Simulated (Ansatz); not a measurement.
PbSe (zincblende), relaxed with r2SCAN: the symmetry is F-43m (No. 216, cubic); a = 6.846 Å in the conventional setting, 40.11 Å³ an atom. Pb has 4 Se at 2.96 Å; Se has 4 Pb at 2.96 Å. One-shot G0W0@PBE in Ansatz on a 4×4×4 mesh (contour deformation, no spin-orbit coupling), from a PBE gap of 0.620 eV over the mesh points (the G0W0 gap is indirect on the mesh); the number N of bands summed and the screening cutoff rise together. Spin-unpolarised throughout. Whether this structure exists isn't addressed.

```csv
N,cutoff (eV),1000/N,G0W0 gap (eV)
145,80,6.897,0.922
316,140,3.165,1.052
```

**Lay a straight line in 1000/N through these rows.** The slope is -0.0348 eV per unit of 1000/N and the intercept 1.162 eV.

**Predict the gap at N = 569 (210 eV).** 1.162 + (-0.0348) × 1.757 = 1.101 eV; the run gives 1.142 eV, +0.041 eV from the line.

**With that run's result added, what limit do the last two rows suggest?** Their slope is (1.142 − 1.052)/(1.757 − 3.165) = -0.0639, which meets 1/N = 0 at 1.25 eV, against 1.162 eV from the first line. The slope steepens, so 1/N isn't yet asymptotic and the true limit probably lies higher still; the k mesh isn't extrapolated.

Spin-orbit coupling is left out; in compounds of Pb, Bi, Tl or Hg it can lower a gap by up to about 1 eV, split its edges or invert the bands.
